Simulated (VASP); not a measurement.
Here is a VASP 6.6.1 calculation.

The input INCAR:

```
SYSTEM = GaN
PREC = Accurate
ENCUT = 520
EDIFF = 1E-6
ISMEAR = 0
SIGMA = 0.1
LREAL = .FALSE.
LASPH = .TRUE.
NELM = 60
ALGO = Normal
ISIF = 2
LWAVE = .FALSE.
LCHARG = .TRUE.
GGA = PE
LELF = .TRUE.
LVHAR = .TRUE.
NBANDS = 16
```

File KPOINTS:

```
Automatic mesh
0
G
  8 8 8
  0 0 0
```

POSCAR

```
GaN
1.0
    0.0000000000      2.1352350000      2.1352350000
    2.1352350000      0.0000000000      2.1352350000
    2.1352350000      2.1352350000      0.0000000000
Ga N
1 1
Direct
    0.0000000000      0.0000000000      0.0000000000
    0.5000000000      0.5000000000      0.5000000000
```

Potentials or basis: VASP PAW PBE potentials, release 64 (Ga_d, N).

Run with:

```sh
$ cat potpaw_PBE.64/Ga_d/POTCAR potpaw_PBE.64/N/POTCAR > POTCAR
$ mpirun -np 1 vasp_std > vasp.out
```

(1) Estimate the pressure.

(2) What does it give for the band gap on the k mesh?

Results:

(1) 0.4 GPa.

(2) 0.42 eV, indirect (least direct gap 2.36 eV).
